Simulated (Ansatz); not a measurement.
# PbSe (Cmcm) in Ansatz: equation of state

How stiff is PbSe in PBE, and what volume does it want? The cell is scaled to several volumes.

Program: Ansatz 0.2.0. These are calculated values, not measurements. Logs are shortened: lines on timing, memory, paths and dates and some standing lists are left out, and cuts for length are marked.

## 1. The crystal as given

It takes space group Cmcm (No. 63, orthorhombic). Conventional cell: a = 4.310 Å, b = 12.268 Å, c = 4.450 Å, α = 90.00°, β = 90.00°, γ = 90.00°. Pb (site symmetry m2m) is surrounded by 5 Se at 2.82 to 3.10 Å. Around Se (site symmetry m2m) lie 5 Pb at 2.82 to 3.10 Å.

Measurements of this composition are mostly on another form, of space group No. 225.

## 2. Single point, PBE, 27.65 Å³/atom (volume scaled by 0.94)

input.yaml reads:

```yaml
crystal:
  lattice:
    - [2.1108871736, -6.0087296157, 0.0]
    - [2.1108871736, 6.0087296157, 0.0]
    - [0.0, 0.0, 4.3596416781]
  atoms:
    - { symbol: Pb, position: [0.36823927, 0.63176073, 0.25] }
    - { symbol: Pb, position: [0.63176073, 0.36823927, 0.75] }
    - { symbol: Se, position: [0.13871004, 0.86128996, 0.25] }
    - { symbol: Se, position: [0.86128996, 0.13871004, 0.75] }
hamiltonian:
  xc: pbe
  pseudopotentials: { kind: paw }
kpoints:
  mp_grid: { grid: [7, 7, 6] }
scf:
  occupations: { method: fermi_dirac, width: 0.05 }
output:
  forces: true
  stress: true
  eigenvalues: true
```

Potentials or basis: Ansatz PAW.

Command:

```
> ansatz run input.yaml --threads 2 --pin off --max-ram 5120MiB --backend cpu --events-out ev --progress --plain --runs-dir out
```

The log of the run:

```text
Warning: RAYON_NUM_THREADS=2 ignored (pool sized by the plan → 2); use --threads N
Engine: ansatz 0.2.0, x86_64-unknown-linux-gnu
Pseudopotentials: kind: paw
Pseudopotential: Pb, paw, valence charge 14, recommended cutoff 420 eV (normal), Pb.paw.azcp
Pseudopotential: Se, paw, valence charge 16, recommended cutoff 420 eV (normal), Se.paw.azcp
Functional definition: PBE
  parameter kappa = 0.804
  parameter beta = 0.06672455060314922
  exchange = pbe_x(kappa = kappa, mu = beta*pi^2/3)
  correlation = pbe_c(beta = beta)
Crystal: 4 atoms, lattice volume = 110.593 Å³
Basis set: ecut = 420 eV, 2157 PW (Γ), exchange–correlation on 90×90×60 points (8 copies of the dense FFT grid, shifted against one another)
Bands: 36, of which v1, the nominal top of the filled ones, is band 30 counted from 1 (29 counted from 0)
Symmetry: 8 space group operations
Space group: Cmcm (ITA 63), of the structure as read, at distance tolerance 4.8e-5 Å
k-points: 64 of 294
Non-local potential: Pb, projectors of the file, l = 0: 2, l = 1: 2, l = 2: 2, l = 3: 2
Non-local potential: Se, projectors of the file, l = 0: 2, l = 1: 2, l = 2: 3, l = 3: 1
PAW form: soft (Blöchl's): semilocal exchange-correlation on the pseudo side does not see the compensation charge
PAW one-centre angular grid: Pb, 590 points (default); XC on 64 Gauss nodes
PAW one-centre angular grid: Se, 590 points (default); XC on 64 Gauss nodes
Initial density: superposition of atomic densities (neutral atoms: chi_scale 0, normalization atom), corrected by the library's trained network
Initial wavefunctions: pseudopotential atomic-orbital guess
Functional: x = pbe(κ = 0.804, μ = 0.2195149727645171), c = pbe(β = 0.06672455060314922)
SCF iter   1: F=—  HF=-34752.927108 eV  |F-HF|=—  |Δ(HF+E_count)|=         —  Δρ=9.67e-4  dr2=1.18e-3  ethr=1.77e-3  ⟨swp⟩=7.4  Hψ=9567  notcnv=0
preconditioner: auto → Resta (q_TF=auto, 2.464 Å⁻¹)  ε∞=3.3  [insulator: Δε(μ)=0.942 eV  Ē_g=14.625 eV  σ=0.050 eV  W_gap=1.00  n_scr=26 (ndim 8)  ℏωp=22.3 eV  f_vac=0.001  D(μ)=0.00/eV (n_scr^D=0)  ε∞_Penn≈3.3]
SCF iter   2: F=—  HF=-34752.924764 eV  |F-HF|=—  |Δ(HF+E_count)|=   2.34e-3  Δρ=6.01e-4  dr2=5.03e-4  ethr=1.96e-6  ⟨swp⟩=2.2  Hψ=4798  notcnv=0  defer=1
SCF iter   3: F=—  HF=-34752.924859 eV  |F-HF|=—  |Δ(HF+E_count)|=   9.55e-5  Δρ=2.07e-4  dr2=4.80e-5  ethr=8.38e-7  ⟨swp⟩=2.0  Hψ=4147  notcnv=0  defer=1
SCF iter   4: F=—  HF=-34752.924894 eV  |F-HF|=—  |Δ(HF+E_count)|=   3.46e-5  Δρ=1.21e-4  dr2=1.47e-5  ethr=8.00e-8  ⟨swp⟩=2.0  Hψ=4147  notcnv=0  defer=1
SCF iter   5: F=—  HF=-34752.924890 eV  |F-HF|=—  |Δ(HF+E_count)|=   3.79e-6  Δρ=2.61e-5  dr2=1.27e-6  ethr=2.45e-8  ⟨swp⟩=2.8  Hψ=4027  notcnv=0  defer=1
SCF iter   6: F=-34752.924890 eV  HF=-34752.924890 eV  |F-HF|=3.12e-8  |Δ(HF+E_count)|=   4.79e-9  Δρ=7.79e-6  dr2=7.05e-8  ethr=1.67e-10  ⟨swp⟩=6.7  Hψ=12300  notcnv=0
SCF 1 converged in 6 iterations: F = -34752.924890 eV  dr2 = 7.05e-8
SCF converged after 6 iterations
Free energy (F): -34752.924890 eV
Harris-Foulkes:  -34752.924890 eV  (|F-HF|=3.12e-8)
Internal energy: -34752.924887 eV  (E = F + TS)
E sigma→0 (E₀):  -34752.924889 eV
Entropy (-TS):   -0.000003 eV (-0.001 meV/atom)
Fermi energy:    9.599040 eV
--- Per-component energies (eV) ---
  E_band       = -823.953578
  E_kinetic    = 815.368881
  E_local      = -6995.839693  (includes V_loc(G=0)·N_el)
  E_nonlocal   = -491.790796
  E_hartree    = 3269.164225
  E_xc         = -652.100548
  E_vxc        = -463.822224  (∫ρ·V_xc dr)
  E_paw        = -24630.751690  (= ΣΔE_a)
  E_vpaw       = -226.203353  (= ΣTr[D̂ρ^β])
  E_aug_tail   = -0.001166  (compensation charges beyond the density's cutoff)
  E_ewald      = -6066.974100
  E_smearing   = -0.000003  (= −TS)
  E_closure    = 0.000000  (closes the sum)
  Σ components = -34752.924890   (vs F -34752.924890, Δ=0.00e0)
--- Forces (eV/Å), atoms counted from 1 ---
  atom   1  Pb     0.00000000    -0.43473572     0.00000000
  atom   2  Pb     0.00000000     0.43473572     0.00000000
  atom   3  Se     0.00000000     0.38256091     0.00000000
  atom   4  Se     0.00000000    -0.38256091     0.00000000
  max |Σ_I F_I| component: 5.55e-17 eV/Å
--- Stress (GPa, compression-positive) ---
        4.500871       0.000000       0.000000
        0.000000       4.521806       0.000000
        0.000000       0.000000       4.478814
  P = ⅓ Tr σ = 4.5005 GPa (45.005 kbar)
--- Band table (eV; the first three rows and the last of 64) ---
  k-point 0: bands = ["-37.7490", "-37.7489", "-37.7461", "-37.7458", "-37.7448", "-37.7447", "-37.7424", "-37.7422", "-37.7414", "-37.7414", "-7.5124", "-7.3895", "-7.3807", "-7.3768", "-7.3518", "-7.3482", "-7.3420", "-7.3313", "-7.3157", "-7.2765", "-4.3783", "-2.6514", "2.0694", "2.9722", "4.5410", "5.9172", "6.6313", "7.2845", "7.5622", "8.5666", "13.4115", "13.6270", "13.8996", "14.6100", "14.6179", "14.6576"]
  k-point 1: bands = ["-37.7490", "-37.7489", "-37.7461", "-37.7458", "-37.7448", "-37.7447", "-37.7423", "-37.7422", "-37.7414", "-37.7414", "-7.4948", "-7.3914", "-7.3821", "-7.3653", "-7.3615", "-7.3568", "-7.3433", "-7.3218", "-7.3120", "-7.2858", "-4.2287", "-2.6650", "1.6377", "2.5604", "4.7381", "6.4029", "6.8503", "7.4788", "7.9258", "8.3471", "13.0413", "13.0825", "13.1740", "13.8942", "13.9365", "14.0852"]
  k-point 2: bands = ["-37.7489", "-37.7489", "-37.7460", "-37.7459", "-37.7448", "-37.7447", "-37.7423", "-37.7422", "-37.7414", "-37.7414", "-7.4554", "-7.4001", "-7.3776", "-7.3755", "-7.3719", "-7.3469", "-7.3376", "-7.3134", "-7.3084", "-7.3081", "-3.8109", "-2.8151", "1.0700", "1.7425", "5.3027", "6.8378", "7.4320", "7.9228", "8.2352", "8.7127", "11.3644", "11.6644", "11.7885", "12.3647", "13.9633", "14.2460"]
  k-point 63: bands = ["-37.7489", "-37.7489", "-37.7459", "-37.7459", "-37.7448", "-37.7448", "-37.7423", "-37.7423", "-37.7413", "-37.7413", "-7.4254", "-7.4254", "-7.3739", "-7.3739", "-7.3464", "-7.3464", "-7.3210", "-7.3210", "-7.3190", "-7.3190", "-3.1950", "-3.1950", "0.6852", "0.6852", "7.7847", "7.7847", "7.8791", "7.8791", "8.6507", "8.6507", "10.5792", "10.5792", "11.8784", "11.8784", "12.2055", "12.2055"]
```

It took 5.2 s on 2 threads of AMD EPYC 7B13 (Zen 3), shared host; peak memory 0.57 GiB.

Results:

```yaml
Free_energy: -34752.9249 eV
Pressure: 4.5 GPa
Largest_force: 0.435 eV/Å
Band_gap_on_the_k_mesh: 0.93 eV, indirect (least direct gap 0.99 eV)
```

Caveat: odd divisions of the mesh miss points on the zone boundary, where band edges often lie, so the gap on the mesh can be too wide; spin-orbit coupling is left out, which as a rule narrows the gap of such compounds by several tenths of an eV.

## 3. Single point, PBE, 28.24 Å³/atom (volume scaled by 0.96)

Edit input.yaml of step 2 so:

```diff
@@ -2,5 +2,5 @@
   lattice:
-    - [2.1108871736, -6.0087296157, 0.0]
-    - [2.1108871736, 6.0087296157, 0.0]
-    - [0.0, 0.0, 4.3596416781]
+    - [2.125753066, -6.0510460072, 0.0]
+    - [2.125753066, 6.0510460072, 0.0]
+    - [0.0, 0.0, 4.3903443916]
   atoms:
@@ -21 +21,5 @@
   eigenvalues: true
+  write_density: true
+  write_potential: true
+  elf: true
+  volumetric_format: npy
```

Potentials or basis: Ansatz PAW.

Command:

```
> ansatz run input.yaml --threads 2 --pin off --max-ram 5120MiB --backend cpu --events-out ev --progress --plain --runs-dir out
```

Wall time 6.8 s (2 threads of AMD EPYC 7B13 (Zen 3), shared host); peak memory 0.58 GiB.

The run converged. Its results:

```
Free energy            : -34752.9813 eV
Pressure               : 3.2 GPa
Largest force          : 0.309 eV/Å
Band gap on the k mesh : 0.96 eV, indirect (least direct gap 0.99 eV)
```

Caveat: odd divisions of the mesh miss points on the zone boundary, where band edges often lie, so the gap on the mesh can be too wide; spin-orbit coupling is left out, which as a rule narrows the gap of such compounds by several tenths of an eV.

## 4. Single point, PBE, 28.82 Å³/atom (volume scaled by 0.98)

Edit input.yaml of step 3 so:

```diff
@@ -2,5 +2,5 @@
   lattice:
-    - [2.125753066, -6.0510460072, 0.0]
-    - [2.125753066, 6.0510460072, 0.0]
-    - [0.0, 0.0, 4.3903443916]
+    - [2.1404138952, -6.0927786777, 0.0]
+    - [2.1404138952, 6.0927786777, 0.0]
+    - [0.0, 0.0, 4.4206235856]
   atoms:
@@ -21,5 +21 @@
   eigenvalues: true
-  write_density: true
-  write_potential: true
-  elf: true
-  volumetric_format: npy
```

Command:

```
> ansatz run input.yaml --threads 2 --pin off --max-ram 5120MiB --backend cpu --events-out ev --progress --plain --runs-dir out
```

Wall time 5.2 s (2 threads of AMD EPYC 7B13 (Zen 3), shared host); peak memory 0.57 GiB.

Results (log left out):

```
Free energy            : -34753.0199 eV
Pressure               : 2.1 GPa
Largest force          : 0.207 eV/Å
Band gap on the k mesh : 0.99 eV, indirect (least direct gap 1.00 eV)
```

Caveat: odd divisions of the mesh miss points on the zone boundary, where band edges often lie, so the gap on the mesh can be too wide; spin-orbit coupling is left out, which as a rule narrows the gap of such compounds by several tenths of an eV.

## 5. Single point, PBE, 29.41 Å³/atom

Edit input.yaml of step 4 so:

```diff
@@ -2,5 +2,5 @@
   lattice:
-    - [2.1404138952, -6.0927786777, 0.0]
-    - [2.1404138952, 6.0927786777, 0.0]
-    - [0.0, 0.0, 4.4206235856]
+    - [2.15487659, -6.13394735, 0.0]
+    - [2.15487659, 6.13394735, 0.0]
+    - [0.0, 0.0, 4.45049357]
   atoms:
```

Potentials or basis: Ansatz PAW.

Command:

```
> ansatz run input.yaml --threads 2 --pin off --max-ram 5120MiB --backend cpu --events-out ev --progress --plain --runs-dir out
```

The log of the run:

```text
Warning: RAYON_NUM_THREADS=2 ignored (pool sized by the plan → 2); use --threads N
[... 9 set-up lines as earlier in the session ...]
Crystal: 4 atoms, lattice volume = 117.652 Å³
Basis set: ecut = 420 eV, 2309 PW (Γ), exchange–correlation on 90×90×60 points (8 copies of the dense FFT grid, shifted against one another)
Bands: 36, of which v1, the nominal top of the filled ones, is band 30 counted from 1 (29 counted from 0)
[... 1 set-up line as earlier in the session ...]
Space group: Cmcm (ITA 63), of the structure as read, at distance tolerance 4.9e-5 Å
k-points: 64 of 294
[... 8 set-up lines as earlier in the session ...]
SCF iter   1: F=—  HF=-34753.044270 eV  |F-HF|=—  |Δ(HF+E_count)|=         —  Δρ=9.06e-4  dr2=1.16e-3  ethr=1.77e-3  ⟨swp⟩=7.4  Hψ=9513  notcnv=0
preconditioner: auto → Resta (q_TF=auto, 2.439 Å⁻¹)  ε∞=3.3  [insulator: Δε(μ)=1.026 eV  Ē_g=14.408 eV  σ=0.050 eV  W_gap=1.00  n_scr=26 (ndim 8)  ℏωp=21.7 eV  f_vac=0.003  D(μ)=0.00/eV (n_scr^D=0)  ε∞_Penn≈3.3]
SCF iter   2: F=—  HF=-34753.042067 eV  |F-HF|=—  |Δ(HF+E_count)|=   2.20e-3  Δρ=5.63e-4  dr2=4.81e-4  ethr=1.94e-6  ⟨swp⟩=2.1  Hψ=4782  notcnv=0
SCF iter   3: F=—  HF=-34753.042170 eV  |F-HF|=—  |Δ(HF+E_count)|=   1.03e-4  Δρ=2.02e-4  dr2=5.39e-5  ethr=8.01e-7  ⟨swp⟩=2.0  Hψ=4144  notcnv=0
SCF iter   4: F=—  HF=-34753.042225 eV  |F-HF|=—  |Δ(HF+E_count)|=   5.52e-5  Δρ=1.02e-4  dr2=1.12e-5  ethr=8.98e-8  ⟨swp⟩=3.0  Hψ=4144  notcnv=0
SCF iter   5: F=—  HF=-34753.042224 eV  |F-HF|=—  |Δ(HF+E_count)|=   1.57e-6  Δρ=2.24e-5  dr2=9.81e-7  ethr=1.87e-8  ⟨swp⟩=2.0  Hψ=3504  notcnv=0
SCF iter   6: F=-34753.042224 eV  HF=-34753.042224 eV  |F-HF|=4.28e-8  |Δ(HF+E_count)|=   4.29e-8  Δρ=7.34e-6  dr2=7.05e-8  ethr=1.67e-10  ⟨swp⟩=6.6  Hψ=12072  notcnv=0
SCF 1 converged in 6 iterations: F = -34753.042224 eV  dr2 = 7.05e-8
SCF converged after 6 iterations
Free energy (F): -34753.042224 eV
Harris-Foulkes:  -34753.042224 eV  (|F-HF|=4.28e-8)
Internal energy: -34753.042222 eV  (E = F + TS)
E sigma→0 (E₀):  -34753.042223 eV
Entropy (-TS):   -0.000002 eV (-0.000 meV/atom)
Fermi energy:    8.680575 eV
--- Per-component energies (eV) ---
  E_band       = -871.417349
  E_kinetic    = 811.653545
  E_local      = -7193.792275  (includes V_loc(G=0)·N_el)
  E_nonlocal   = -491.751988
  E_hartree    = 3345.115116
  E_xc         = -650.508657
  E_vxc        = -461.646745  (∫ρ·V_xc dr)
  E_paw        = -24630.633367  (= ΣΔE_a)
  E_vpaw       = -226.106672  (= ΣTr[D̂ρ^β])
  E_aug_tail   = -0.001044  (compensation charges beyond the density's cutoff)
  E_ewald      = -5943.123551
  E_smearing   = -0.000002  (= −TS)
  E_closure    = -0.000000  (closes the sum)
  Σ components = -34753.042224   (vs F -34753.042224, Δ=0.00e0)
--- Forces (eV/Å), atoms counted from 1 ---
  atom   1  Pb     0.00000000    -0.08362531     0.00000000
  atom   2  Pb     0.00000000     0.08362531     0.00000000
  atom   3  Se     0.00000000     0.12820170     0.00000000
  atom   4  Se     0.00000000    -0.12820170     0.00000000
  max |Σ_I F_I| component: 0.00e0 eV/Å
--- Stress (GPa, compression-positive) ---
        0.931929       0.000000       0.000000
        0.000000       1.169609       0.000000
        0.000000       0.000000       0.933730
  P = ⅓ Tr σ = 1.0118 GPa (10.118 kbar)
--- Band table (eV; the first three rows and the last of 64) ---
  k-point 0: bands = ["-38.5154", "-38.5154", "-38.5130", "-38.5128", "-38.5108", "-38.5108", "-38.5097", "-38.5096", "-38.5081", "-38.5081", "-8.3555", "-8.2730", "-8.2663", "-8.2655", "-8.2430", "-8.2394", "-8.2354", "-8.2261", "-8.2142", "-8.1829", "-4.8507", "-3.3842", "1.1917", "1.9174", "4.0312", "5.3142", "5.9756", "6.5808", "6.8351", "7.7291", "12.5894", "12.6172", "12.8148", "13.4546", "13.4787", "13.4882"]
  k-point 1: bands = ["-38.5154", "-38.5154", "-38.5130", "-38.5128", "-38.5108", "-38.5108", "-38.5097", "-38.5096", "-38.5081", "-38.5081", "-8.3427", "-8.2739", "-8.2681", "-8.2555", "-8.2503", "-8.2465", "-8.2359", "-8.2190", "-8.2114", "-8.1900", "-4.7173", "-3.3936", "0.8424", "1.5825", "4.2145", "5.7278", "6.1774", "6.7582", "7.1369", "7.5188", "12.0484", "12.0688", "12.1290", "12.8124", "12.8243", "13.1220"]
  k-point 2: bands = ["-38.5154", "-38.5154", "-38.5129", "-38.5128", "-38.5108", "-38.5108", "-38.5097", "-38.5097", "-38.5081", "-38.5081", "-8.3151", "-8.2791", "-8.2624", "-8.2607", "-8.2590", "-8.2408", "-8.2319", "-8.2125", "-8.2086", "-8.2075", "-4.3493", "-3.5122", "0.3545", "0.8962", "4.7401", "6.1544", "6.7118", "7.1610", "7.3625", "7.8197", "10.4110", "10.6907", "10.8733", "11.3978", "12.8976", "13.0675"]
  k-point 63: bands = ["-38.5154", "-38.5154", "-38.5129", "-38.5129", "-38.5108", "-38.5108", "-38.5097", "-38.5097", "-38.5081", "-38.5081", "-8.2965", "-8.2965", "-8.2592", "-8.2592", "-8.2404", "-8.2404", "-8.2173", "-8.2173", "-8.2168", "-8.2168", "-3.8232", "-3.8232", "0.0166", "0.0166", "7.0079", "7.0079", "7.1231", "7.1231", "7.7680", "7.7680", "9.5483", "9.5483", "10.9309", "10.9309", "11.2834", "11.2834"]
```

Run time: 5 s. Hardware: 2 threads of AMD EPYC 7B13 (Zen 3), shared host; peak memory 0.58 GiB.

What came out:

```
Free energy            : -34753.0422 eV
Pressure               : 1.0 GPa
Largest force          : 0.128 eV/Å
Band gap on the k mesh : 1.02 eV, direct
```

Caveat: odd divisions of the mesh miss points on the zone boundary, where band edges often lie, so the gap on the mesh can be too wide; spin-orbit coupling is left out, which as a rule narrows the gap of such compounds by several tenths of an eV.

## 6. Single point, PBE, 30.00 Å³/atom (volume scaled by 1.02)

Edit input.yaml of step 5 so:

```diff
@@ -2,5 +2,5 @@
   lattice:
-    - [2.15487659, -6.13394735, 0.0]
-    - [2.15487659, 6.13394735, 0.0]
-    - [0.0, 0.0, 4.45049357]
+    - [2.1691477118, -6.1745707018, 0.0]
+    - [2.1691477118, 6.1745707018, 0.0]
+    - [0.0, 0.0, 4.4799678963]
   atoms:
```

Potentials or basis: Ansatz PAW.

Command:

```
> ansatz run input.yaml --threads 2 --pin off --max-ram 5120MiB --backend cpu --events-out ev --progress --plain --runs-dir out
```

It took 5.2 s on 2 threads of AMD EPYC 7B13 (Zen 3), shared host; peak memory 0.59 GiB.

It converged, with:

* Free energy: -34753.0501 eV
* Pressure: 0.1 GPa
* Largest force: 0.055 eV/Å
* Band gap on the k mesh: 1.03 eV, direct

Caveat: odd divisions of the mesh miss points on the zone boundary, where band edges often lie, so the gap on the mesh can be too wide; spin-orbit coupling is left out, which as a rule narrows the gap of such compounds by several tenths of an eV.

## 7. Single point, PBE, 30.59 Å³/atom (volume scaled by 1.04)

Edit input.yaml of step 6 so:

```diff
@@ -2,5 +2,5 @@
   lattice:
-    - [2.1691477118, -6.1745707018, 0.0]
-    - [2.1691477118, 6.1745707018, 0.0]
-    - [0.0, 0.0, 4.4799678963]
+    - [2.1832334812, -6.2146664402, 0.0]
+    - [2.1832334812, 6.2146664402, 0.0]
+    - [0.0, 0.0, 4.5090594121]
   atoms:
```

Command:

```
> ansatz run input.yaml --threads 2 --pin off --max-ram 5120MiB --backend cpu --events-out ev --progress --plain --runs-dir out
```

Wall time 5 s (2 threads of AMD EPYC 7B13 (Zen 3), shared host); peak memory 0.6 GiB.

The run converged. Its results:

```
Free energy            : -34753.0449 eV
Pressure               : -0.8 GPa
Largest force          : 0.112 eV/Å
Band gap on the k mesh : 1.04 eV, direct
```

Caveat: odd divisions of the mesh miss points on the zone boundary, where band edges often lie, so the gap on the mesh can be too wide; spin-orbit coupling is left out, which as a rule narrows the gap of such compounds by several tenths of an eV.

## 8. Single point, PBE, 31.18 Å³/atom (volume scaled by 1.06)

Edit input.yaml of step 7 so:

```diff
@@ -2,5 +2,5 @@
   lattice:
-    - [2.1832334812, -6.2146664402, 0.0]
-    - [2.1832334812, 6.2146664402, 0.0]
-    - [0.0, 0.0, 4.5090594121]
+    - [2.1971398019, -6.2542513701, 0.0]
+    - [2.1971398019, 6.2542513701, 0.0]
+    - [0.0, 0.0, 4.5377803101]
   atoms:
```

Command:

```
> ansatz run input.yaml --threads 2 --pin off --max-ram 5120MiB --backend cpu --events-out ev --progress --plain --runs-dir out
```

Run time: 5.3 s. Hardware: 2 threads of AMD EPYC 7B13 (Zen 3), shared host; peak memory 0.59 GiB.

The run converged. Its results:

```yaml
Free_energy: -34753.0281 eV
Pressure: -1.5 GPa
Largest_force: 0.200 eV/Å
Band_gap_on_the_k_mesh: 1.05 eV, direct
```

Caveat: odd divisions of the mesh miss points on the zone boundary, where band edges often lie, so the gap on the mesh can be too wide; spin-orbit coupling is left out, which as a rule narrows the gap of such compounds by several tenths of an eV.

## 9. Equation of state, PBE

Potentials or basis: Ansatz PAW.

No new run: the results of the series are fitted here.

Results:

```
Equilibrium volume                        : 30.05 Å³/atom
Bulk modulus at fixed shape and positions : 45 GPa
Pressure derivative of the bulk modulus   : 4.4
```

Energy against volume, from the lowest point:
```csv
volume (Å³/atom),energy (meV/atom)
27.648,31.30
28.237,17.19
28.825,7.56
29.413,1.97
30.001,0.00
30.590,1.29
31.178,5.51
```

Caveat: the cell was scaled at fixed shape and fractional positions, which overstates the stiffness of a crystal with free parameters, most of all of layers and chains. Spin-orbit coupling is left out, which matters for the levels of Pb.
